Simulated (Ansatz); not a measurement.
**Mo: enthalpy against pressure**

Mo, Im-3m, a = 3.161 Å. Ansatz: PBE, PAW, 420 eV, Γ-centred 18×18×18 mesh on 1 atom, Gaussian smearing 0.10 eV; no spin polarisation. Cell and atoms are relaxed at each pressure, and no other structure is tried, so the rows at high pressure may lie past a change of phase. y is the enthalpy over the state at zero pressure; there V0 = 15.786 Å³/atom. The pressures are the targets, met within 0.06 GPa.

```tsv
P (GPa)	y (eV/atom)
-2.0	-0.1978
0.0	0.0000
2.0	0.1962
5.0	0.4879
10.0	0.9672
20.0	?
40.0	3.6970
```

Fit y = c1 P + c2 P² + c3 P³ to the other rows, say what c1 and c2 mean, and predict the missing value.

Least squares on the rows shown. y = 0.098496 P − 0.00018636 P² + 8.6489×10⁻⁷ P³. Since dH/dP = V, c1 is V0: 0.098496 eV/GPa × 160.2 = 15.779 Å³ against 15.786; c2 = −V0/(2B0) gives B0 = 264 GPa, where a Birch–Murnaghan fit to the volumes of the same runs (not shown) gives 260 GPa. At P = 20.0 the fit asked for gives 1.9023 eV/atom. The run gave 1.9028 eV/atom, so the fit is 0.0005 eV/atom too low, a small miss on the scale of the series.